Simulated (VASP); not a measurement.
Here is a VASP 6.6.1 calculation.

Contents of POSCAR:

```
Pt
1.0
    0.0000000000      1.9715751800      1.9715751800
    1.9715751800      0.0000000000      1.9715751800
    1.9715751800      1.9715751800      0.0000000000
Pt
1
Direct
    0.0000000000      0.0000000000      0.0000000000
```

File INCAR.step1:

```
SYSTEM = Pt
ALGO = Normal ; EDIFF = 1E-8
EDIFFG = -0.002 ; ENCUT = 600
GGA = CA ; IBRION = 2
ISIF = 3 ; ISMEAR = 0
LASPH = .True. ; LCHARG = .False.
LREAL = .False. ; LWAVE = .False.
NELM = 100 ; NSW = 40
PREC = Accurate ; SIGMA = 0.1
```

The input INCAR.step2:

```
SYSTEM = Pt
ALGO = Normal ; EDIFF = 1E-8
ENCUT = 600 ; GGA = CA
IBRION = 6 ; ISIF = 3
ISMEAR = 0 ; LASPH = .True.
LCHARG = .False. ; LREAL = .False.
LWAVE = .False. ; NELM = 100
NFREE = 2 ; NSW = 1
POTIM = 0.015 ; PREC = Accurate
SIGMA = 0.1
```

The input KPOINTS:

```
k-points
0
Gamma
  18 18 18
  0 0 0
```

Potentials or basis: VASP PAW LDA potentials, release 64 (Pt).

The run is started by

```sh
$ cat potpaw_LDA.64/Pt/POTCAR > POTCAR
$ cp INCAR.step1 INCAR
$ mpirun -np 1 vasp_std > vasp.out
$ cp CONTCAR POSCAR
$ cp INCAR.step2 INCAR
$ mpirun -np 1 vasp_std > vasp.out
```

(1) What does it give for the elastic constants C11, C12, C44?

(2) What does it give for the Voigt bulk modulus?

(3) What does it give for the space group after relaxing (to 0.05 Å)?

(4) Predict the relaxed cell.

(5) Estimate the relaxed volume.

Answers

(1) 378, 272, 78 GPa.

(2) 307 GPa.

(3) Fm-3m (No. 225).

(4) a = 2.756 Å, b = 2.756 Å, c = 2.756 Å, α = 60.00°, β = 60.00°, γ = 60.00°.

(5) 14.80 Å³/atom.
